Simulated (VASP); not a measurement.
# SrVO3 (Pm-3m) in VASP: reference runs, part 2 of 2

VASP 6.6.1. Earlier steps stand in the parts before.

### 3 Single point, PBE, collinear spin, ferromagnetic start (atoms moved at random, drawn with an rms of 0.05 Å)

File INCAR:

```
ALGO = Normal
EDIFF = 1E-7
ENCUT = 520
GGA = PE
ISIF = 2
ISMEAR = -1
ISPIN = 2
LASPH = T
LCHARG = F
LMAXMIX = 4
LORBIT = 11
LREAL = F
LWAVE = F
MAGMOM = 0 2 0 0 0
NBANDS = 32
NELM = 150
PREC = Accurate
SIGMA = 0.05
```

File KPOINTS:

```
k-points
0
Gamma
  7 7 7
```

File POSCAR:

```
SrVO3
1.0
    3.8409000000      0.0000000000      0.0000000000
    0.0000000000      3.8409000000      0.0000000000
    0.0000000000      0.0000000000      3.8409000000
Sr V O
1 1 3
Direct
    0.5025740000      0.4914350000      0.5070830000
    0.0107640000      0.0086080000      0.0026580000
   -0.0010680000      0.0173340000      0.4988290000
   -0.0157720000      0.4944300000      0.0129660000
    0.5105230000     -0.0036700000     -0.0048390000
```

Potentials or basis: VASP PAW PBE potentials, release 64 (Sr_sv, V_sv, O).

The run is started by

```console
> cat potpaw_PBE.64/Sr_sv/POTCAR potpaw_PBE.64/V_sv/POTCAR potpaw_PBE.64/O/POTCAR > POTCAR
> mpirun -np 1 vasp_std > vasp.out
```

OUTCAR:

```text
EDIFF = 1E-7
   ENCUT = 520
   GGA = PE
   ISIF = 2
   ISMEAR = -1
   ISPIN = 2
   LASPH = T
   LORBIT = 11
   LREAL = F
   NELM = 150
   PREC = Accurate

 ion  position               nearest neighbor table
   1  0.503  0.491  0.507-   3 2.64   4 2.65   3 2.66   5 2.67   4 2.68   5 2.70   5 2.74   4 2.75
                             5 2.76   3 2.78   4 2.78   3 2.80   2 3.26   2 3.28   2 3.30   2 3.32
   2  0.011  0.009  0.003-   4 1.87   3 1.91   5 1.92   5 1.92   3 1.94   4 1.98   1 3.26   1 3.28
                             1 3.30   1 3.32   1 3.34   1 3.36   1 3.37   1 3.39
   3  0.999  0.017  0.499-   2 1.91   2 1.94   1 2.64   1 2.66   1 2.78   1 2.80
   4  0.984  0.494  0.013-   2 1.87   2 1.98   1 2.65   1 2.68   1 2.75   1 2.78
   5  0.511  0.996  0.995-   2 1.92   2 1.92   1 2.67   1 2.70   1 2.74   1 2.76

  LATTYP: Found a simple cubic cell.
 ALAT       =     3.8409000000

  Lattice vectors:

 A1 = (   3.8409000000,   0.0000000000,   0.0000000000)
 A2 = (   0.0000000000,   3.8409000000,   0.0000000000)
 A3 = (   0.0000000000,   0.0000000000,   3.8409000000)

Analysis of symmetry for initial positions (statically):
=====================================================================
 Subroutine PRICEL returns:
 Original cell was already a primitive cell.

 Routine SETGRP: Setting up the symmetry group for a
 simple cubic supercell.

 Subroutine GETGRP returns: Found  1 space group operations
 (whereof  1 operations were pure point group operations)
 out of a pool of 48 trial point group operations.

The static configuration has the point symmetry C_1 .

Analysis of symmetry for dynamics (positions and initial velocities):
=====================================================================
 Subroutine PRICEL returns:
 Original cell was already a primitive cell.

 Routine SETGRP: Setting up the symmetry group for a
 simple cubic supercell.

 Subroutine GETGRP returns: Found  1 space group operations
 (whereof  1 operations were pure point group operations)
 out of a pool of 48 trial point group operations.
[... 176 lines left out ...]
 fundamental gap:      0.0266063923
 Fermi energy:         6.2374953015

 spin component 1

 k-point     1 :       0.0000    0.0000    0.0000
  band No.  band energies     occupation
      1     -59.5439      1.00000
      2     -33.3922      1.00000
      3     -33.3787      1.00000
      4     -33.3734      1.00000
      5     -28.2458      1.00000
      6     -13.4791      1.00000
[... 829 lines left out ...]
     31      13.9600      0.00000
     32      19.2252      0.00000

 [... further k-points ...]

 spin component 2

 k-point     1 :       0.0000    0.0000    0.0000
  band No.  band energies     occupation
      1     -59.5460      1.00000
      2     -33.3943      1.00000
      3     -33.3808      1.00000
      4     -33.3753      1.00000
      5     -28.2458      1.00000
      6     -13.4791      1.00000
[... 829 lines left out ...]
     31      13.9600      0.00000
     32      19.2248      0.00000

 [... further k-points ...]

------------------------ aborting loop because EDIFF is reached ----------------------------------------

  FORCE on cell =-STRESS in cart. coord.  units (eV):
  Direction    XX          YY          ZZ          XY          YZ          ZX
  --------------------------------------------------------------------------------------
  -------------------------------------------------------------------------------------
  Total        1.1697073      1.5320879      1.3399209      0.0262262     -0.0835745      0.0084115
  in kB       33.0741570     43.3206800     37.8870464      0.7415601     -2.3631191      0.2378397
  external PRESSURE =      38.0939611 kB  Pullay stress =       0.0000000 kB

 VOLUME and BASIS-vectors are now :
 -----------------------------------------------------------------------------
  energy-cutoff  :      520.00
  volume of cell :       56.66
      direct lattice vectors                 reciprocal lattice vectors
     3.840900000  0.000000000  0.000000000     0.260355646  0.000000000  0.000000000
     0.000000000  3.840900000  0.000000000     0.000000000  0.260355646  0.000000000
     0.000000000  0.000000000  3.840900000     0.000000000  0.000000000  0.260355646

 POSITION                                       TOTAL-FORCE (eV/Angst)
 -----------------------------------------------------------------------------------
      1.93034      1.88755      1.94766         0.066020      0.254378     -0.082381
      0.04134      0.03306      0.01021        -0.515153     -0.428928      0.018666
      3.83680      0.06658      1.91595         0.401384     -0.509544      0.278549
      3.78032      1.89906      0.04980         0.763768      0.660367     -0.335439
      1.96087      3.82680      3.82231        -0.716020      0.023727      0.120604
 -----------------------------------------------------------------------------------
    total drift:                                0.000077      0.000613      0.000740

  FREE ENERGIE OF THE ION-ELECTRON SYSTEM (eV)
  ---------------------------------------------------
  free  energy   TOTEN  =       -39.1971787527 eV

  energy  without entropy=      -39.1855768138  energy(sigma->0) =      -39.19137778

 total charge

# of ion       s       p       d       tot
------------------------------------------
    1        2.000   5.803   0.222   8.025
    2        2.286   6.349   2.962  11.597
    3        1.565   3.483   0.000   5.048
    4        1.566   3.482   0.000   5.047
    5        1.565   3.482   0.000   5.046
--------------------------------------------------
tot          8.981  22.599   3.184  34.764

 magnetization (x)

# of ion       s       p       d       tot
------------------------------------------
    1        0.000   0.000  -0.000  -0.000
    2       -0.000  -0.000  -0.001  -0.001
    3        0.000   0.000   0.000   0.000
    4        0.000   0.000   0.000   0.000
    5        0.000   0.000   0.000   0.000
--------------------------------------------------
tot         -0.000   0.000  -0.001  -0.001
```

Run time: 13 min. Hardware: 1 thread of Intel Xeon Platinum 8375C at 2.90GHz (Ice Lake), shared host; peak memory 0.55 GiB.

Results:

```yaml
Free_energy: -39.1972 eV
Pressure: 3.8 GPa
Largest_force: 1.064 eV/Å
Band_gap_on_the_k_mesh: none (metal or under the smearing width)
Net_moment: 0.00 μB per cell
Valence_electrons_inside_the_program's_atomic_spheres: Sr 8.03; V 11.60; O 5.05
```

Forces on the atoms (eV/Å):
```
Sr   0.066  0.254 -0.082
V   -0.515 -0.429  0.019
O    0.401 -0.510  0.279
O    0.764  0.660 -0.335
O   -0.716  0.024  0.121
```

Caveat: semilocal functionals often make such compounds metallic where correlation or magnetic order opens a gap, which also shifts bond lengths.
